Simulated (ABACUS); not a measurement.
# Hf under changes of volume

One of the cells (23.523 Å³/atom); the others are scaled copies at fixed shape and fractional positions:

```xyz
1
Lattice="-1.8050 1.8050 1.8050 1.8050 -1.8050 1.8050 1.8050 1.8050 -1.8050" Properties=species:S:1:pos:R:3 pbc="T T T"
Hf    0.0000    0.0000    0.0000
```

This isn't the form of Hf at room conditions, which is hcp.

```yaml
Program: ABACUS 3.10.1
Functional: PBE
Potentials_or_basis: PseudoDojo NC SR 0.4.1 PBE standard
Cutoff: 789 eV
Density_cutoff: 3157 eV
Basis: plane waves
k_mesh: 10 × 10 × 10
Occupations: fermi-dirac, width 0.05 eV
Spin: no spin polarisation
```

```tsv
volume (Å³/atom)	energy over the lowest point (meV/atom)	pressure (GPa)
22.112	0.00	1.1
22.582	0.17	-1.0
23.052	?	?
23.523	18.55	-4.8
23.993	35.65	-6.5
24.464	57.28	-8.0
24.934	82.97	-9.3
```

**Question.** What does the run at 23.052 Å³/atom give?

**Answer.** Energy over the lowest point 6.53 meV/atom; pressure -3.0 GPa.

Worked out: A Birch-Murnaghan fit of order 3 (a polynomial in V^(-2/3)) to the other rows has its minimum at 22.33 Å³/atom with B0 = V·E''(V) = 107 GPa and B' = 4.1. It gives 6.54 meV/atom at 23.052 Å³/atom, against the run's 6.53, and -dE/dV = -3.2 GPa, against -3.0.

Energies are extrapolated to zero smearing.
